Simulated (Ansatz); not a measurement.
The system is C.

```xyz
8
Lattice="2.5221 0.0000 0.0000 -1.2611 2.1842 0.0000 0.0000 0.0000 8.2371" Properties=species:S:1:pos:R:3 pbc="T T T"
C     1.2611    0.7281    6.9501
C     0.0000    1.4561    2.8315
C     1.2611    0.7281    5.4056
C     0.0000    1.4561    1.2870
C     0.0000    0.0000    7.4649
C     0.0000    0.0000    3.3463
C     0.0000    0.0000    4.8908
C     0.0000    0.0000    0.7722
```

This is a hexagonal form of diamond, not graphite.

- Program: Ansatz 0.2.0
- Task: relaxation of cell and atoms
- Functional: PBEsol
- Potentials or basis: Ansatz PAW
- Cutoff: 420 eV (not typed: the program's choice for these potentials)
- k mesh: 12 × 12 × 4
- Occupations: fermi-dirac, width 0.05 eV
- Spin: no spin polarisation

At the start: volume 5.67 Å³/atom.

Where does the relaxation end?

It ends after 7 steps and the volume is 5.62 Å³/atom (-1.0 %); space group P6_3/mmc (No. 194, to 0.05 Å).

The path:
| step | energy change (eV) | largest force (eV/Å) | volume (Å³) |
| --- | --- | --- | --- |
| 1 | 0.0000 | 0.3303 | 45.38 |
| 2 | -0.0213 | 0.3591 | 45.10 |
| 3 | -0.0269 | 0.1707 | 45.00 |
| 4 | -0.0285 | 0.0034 | 44.94 |
| 5 | -0.0258 | 0.0044 | 44.94 |
| 6 | -0.0259 | 0.0007 | 44.93 |
| 7 | -0.0258 | 0.0006 | 44.93 |

Final structure:
```cif
data_structure
_symmetry_space_group_name_H-M 'P 1'
_symmetry_Int_Tables_number 1
_cell_length_a 2.5054
_cell_length_b 2.5054
_cell_length_c 8.2647
_cell_angle_alpha 90.000
_cell_angle_beta 90.000
_cell_angle_gamma 120.000
_cell_volume 44.93
loop_
_atom_site_label
_atom_site_type_symbol
_atom_site_fract_x
_atom_site_fract_y
_atom_site_fract_z
_atom_site_occupancy
C1 C 0.66667 0.33333 0.84446 1
C2 C 0.33333 0.66667 0.34446 1
C3 C 0.66667 0.33333 0.65554 1
C4 C 0.33333 0.66667 0.15554 1
C5 C 0.00000 0.00000 0.90705 1
C6 C 0.00000 0.00000 0.40705 1
C7 C 0.00000 0.00000 0.59295 1
C8 C 0.00000 0.00000 0.09295 1
```

Caveat: the plane-wave basis is chosen anew once the cell has moved, so the energies of steps on either side of that aren't comparable; the pressure holds a Pulay correction of +1.0 GPa for the finite cutoff; the PAW data sets come from PBE, with cores solved anew for the run's functional, which leaves a small shift of forces and pressure.
